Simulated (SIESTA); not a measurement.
# BaF2 (Frankdicksonite) under changes of volume

One of the cells (19.862 Å³/atom); the others are scaled copies at fixed shape and fractional positions:

```xyz
3
Lattice="0.0000 3.1000 3.1000 3.1000 0.0000 3.1000 3.1000 3.1000 0.0000" Properties=species:S:1:pos:R:3 pbc="T T T"
Ba    0.0000    0.0000    0.0000
F     4.6501    4.6501    4.6501
F     1.5500    1.5500    1.5500
```

| Item | Value |
| --- | --- |
| Program | SIESTA 5.4.2 |
| Functional | RPBE |
| Potentials or basis | PseudoDojo 0.4 standard (PBE files) |
| Basis | DZP (energy shift 0.003 Ry; two zetas on semicore shells; d shell added on Ba) |
| Grid cutoff | 800 Ry |
| Energy shift | 0.003 Ry |
| k mesh | 8 × 8 × 8 |
| Occupations | fermi-dirac, width 0.05 eV |
| Spin | no spin polarisation |

| volume (Å³/atom) | energy over the lowest point (meV/atom) | pressure (GPa) | gap on the mesh (eV) |
| --- | --- | --- | --- |
| 18.670 | ? | ? | ? |
| 19.067 | 51.19 | 7.7 | 7.25 |
| 19.464 | 34.17 | 6.1 | 7.15 |
| 19.862 | 20.80 | 4.7 | 7.05 |
| 20.259 | 10.85 | 3.3 | 6.95 |
| 20.656 | 4.06 | 2.1 | 6.86 |
| 21.053 | 0.00 | 1.1 | 6.76 |

Q: What does the run at 18.670 Å³/atom give?

A: Energy over the lowest point 72.50 meV/atom; pressure 9.5 GPa; gap on the mesh 7.36 eV.

Worked out: A Birch-Murnaghan fit of order 3 (a polynomial in V^(-2/3)) to the other rows has its minimum at 21.49 Å³/atom, just outside them, with B0 = V·E''(V) = 51 GPa and B' = 3.9. It gives 72.31 meV/atom at 18.670 Å³/atom, against the run's 72.50, and -dE/dV = 9.4 GPa, against 9.5. A straight line through the other rows of the gap, of slope -4.93 eV per unit of ln V, extrapolates to 7.35 eV, against the run's 7.36.

Energies are extrapolated to zero smearing.

Caveats: this set's barium file shifts pressures by up to 1 GPa against other sets; the potentials were made for another functional, which shifts forces and pressure; spin-orbit coupling is left out, which moves the levels of the heavy elements; the basis of atomic orbitals isn't converged, which shifts pressures, moduli and gaps.

A mesh can miss the band edges.
